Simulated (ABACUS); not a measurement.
## Ti under changes of volume

One of the cells (16.731 Å³/atom); the others are scaled copies at fixed shape and fractional positions:

```
Ti
1.0
     0.00000    2.03000    2.03000
     2.03000    0.00000    2.03000
     2.03000    2.03000    0.00000
Ti
1
Direct
  0.00000 0.00000 0.00000
```

This isn't the form of Ti at room conditions, which is hcp.

- Program: ABACUS 3.10.1
- Functional: PBE
- Potentials or basis: PseudoDojo NC SR 0.4.1 PBE standard
- Cutoff: 1361 eV
- Density cutoff: 5442 eV
- Basis: TZDP LCAO (the cutoffs set its grid)
- k mesh: 11 × 11 × 11
- Occupations: fermi-dirac, width 0.05 eV
- Spin: no spin polarisation

| volume (Å³/atom) | energy over the lowest point (meV/atom) | pressure (GPa) |
| --- | --- | --- |
| 15.727 | 60.45 | 12.9 |
| 16.062 | ? | ? |
| 16.396 | 19.92 | 7.1 |
| 16.731 | 8.35 | 4.5 |
| 17.065 | 1.85 | 2.1 |
| 17.400 | 0.00 | 0.0 |
| 17.735 | 2.47 | -2.0 |

Q: What does the run at 16.062 Å³/atom give?

A: Energy over the lowest point 37.08 meV/atom; pressure 9.9 GPa.

Worked out: A Birch-Murnaghan fit of order 3 (a polynomial in V^(-2/3)) to the other rows has its minimum at 17.37 Å³/atom with B0 = V·E''(V) = 107 GPa and B' = 3.7. It gives 37.10 meV/atom at 16.062 Å³/atom, against the run's 37.08, and -dE/dV = 9.7 GPa, against 9.9.

Energies are extrapolated to zero smearing.

Caveats: the atomic orbitals were generated for these runs and aren't a published set; the basis of atomic orbitals isn't converged, which shifts pressures, moduli and gaps.
